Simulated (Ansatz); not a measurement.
## Strain response of CoPtO2

All numbers below come from DFT PBEsol, scalar-relativistic, plane waves, PAW in Ansatz 0.2.0. Run with 420 eV cutoff, 12×12×2 k-mesh, Gaussian smearing of 0.10 eV, no spin polarisation.

Starting point, cell and atoms relaxed:

```yaml
crystal:
  lattice:
    - [2.81018, 0.00000, 0.00000]
    - [-1.40509, 2.43369, 0.00000]
    - [0.00000, 0.00000, 17.69662]
  atoms:
    - { symbol: Co, position: [0.66667, 0.33333, 0.83333] }
    - { symbol: Co, position: [0.33333, 0.66667, 0.16667] }
    - { symbol: Co, position: [0.00000, 0.00000, 0.50000] }
    - { symbol: Pt, position: [0.00000, 0.00000, 0.00000] }
    - { symbol: Pt, position: [0.66667, 0.33333, 0.33333] }
    - { symbol: Pt, position: [0.33333, 0.66667, 0.66667] }
    - { symbol: O, position: [0.00000, 0.00000, 0.88776] }
    - { symbol: O, position: [0.33333, 0.66667, 0.77890] }
    - { symbol: O, position: [0.66667, 0.33333, 0.22110] }
    - { symbol: O, position: [0.00000, 0.00000, 0.11224] }
    - { symbol: O, position: [0.33333, 0.66667, 0.55443] }
    - { symbol: O, position: [0.66667, 0.33333, 0.44557] }
```

Deformation: biaxial strain in the a-b plane, with the length and tilt of c and the atoms relaxed, all within the symmetry that the strain leaves. Energies are extrapolated to zero smearing. On this cell's mesh the reference holds a stress of up to 1.24 GPa.

A cell with an odd number of electrons and no spin polarisation is a metal by construction and may be lower with spin. Spin–orbit coupling is left out, which can shift energies with elements as heavy as these.

```csv
strain (%),ΔE (meV/atom),a (Å),b (Å),c (Å)
-6.0,119.6,2.642,2.642,18.360
-4.0,49.4,2.698,2.698,18.137
-2.0,11.1,2.754,2.754,17.923
+0.0,0.0,2.810,2.810,17.697
+2.0,11.9,2.866,2.866,17.541
+4.0,42.6,2.923,2.923,17.360
+6.0,88.6,2.979,2.979,17.185
```

Problem. What stiffness (1/V) d²E/dε² at zero strain does a cubic fit over all points give?

Solution. A cubic fit gives (1/V) d²E/dε² = 920 GPa at zero strain (twice the biaxial modulus).

Problem. How does the free axis c answer a small strain?

Solution. Between the innermost points its strain is -0.54 times the applied one.